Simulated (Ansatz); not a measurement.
# GaAs: relaxation of cell and atoms with HSEsol

Crystal: GaAs.

```
CELL_PARAMETERS angstrom
-1.88077 1.88077 3.02585
1.88077 -1.88077 3.02585
1.88077 1.88077 -3.02585
ATOMIC_POSITIONS crystal
Ga 0.00000 0.00000 0.00000
As 0.50000 0.50000 0.00000
```

The cell was built by a generator and needn't be a form met in nature.

```yaml
Program: Ansatz 0.2.0
Task: relaxation of cell and atoms
Functional: HSEsol
Potentials_or_basis: Ansatz PAW
Cutoff: "420 eV (not typed: the program's choice for these potentials)"
k_mesh: 5 × 5 × 5
Occupations: fermi-dirac, width 0.05 eV
Spin: no spin polarisation
```

The relaxed volume is 18.37 Å³/atom, the relaxed cell is a = 3.731 Å, b = 3.731 Å, c = 3.731 Å, α = 120.00°, β = 120.00°, γ = 90.00° and the space group after relaxing (to 0.05 Å) is Fm-3m (No. 225). The energy gained by relaxing is 125.9 meV/atom. The ionic steps are 10, the pressure after relaxing is 0.0 GPa and the band gap on the k mesh is none (metal or under the smearing width).

Step by step:
```csv
step,energy change (eV),largest force (eV/Å),volume (Å³)
1,0.0000,0.0000,42.81
2,-0.1564,0.0000,39.09
3,-0.2268,0.0000,36.65
4,-0.2395,0.0000,35.47
5,-0.2535,0.0000,36.57
6,-0.2542,0.0000,36.69
7,-0.2543,0.0000,36.74
8,-0.2518,0.0000,36.74
9,-0.2518,0.0000,36.74
10,-0.2518,0.0000,36.74
```

Final structure:
```
Ga As
1.0
    -1.86567    1.86567    2.63849
     1.86567   -1.86567    2.63849
     1.86567    1.86567   -2.63849
Ga As
1 1
Direct
  0.00000 0.00000 0.00000
  0.50000 0.50000 0.00000
```

Levels at points of the mesh, in eV from the Fermi level:
```
           k point  band 11  band 12  band 13  band 14  band 15  band 16  band 17  band 18
(0.00, 0.00, 0.00)   -15.33    -0.23    -0.23    -0.23     0.82     7.77     7.77     7.77
```

Run time: 71 s on 1 × NVIDIA H100 80GB HBM3 with 2 threads of AMD EPYC 7R13 Processor (Zen 3) (shared host), peak memory 1.9 GiB.

Caveat: the k mesh is coarse (spacing up to 0.47 Å⁻¹), so the values aren't converged, least of all with exact exchange; the plane-wave basis is chosen anew once the cell has moved, so the energies of steps on either side of that aren't comparable; the PAW data sets come from PBE, with cores solved anew for the run's functional, which leaves a small shift of forces and pressure.
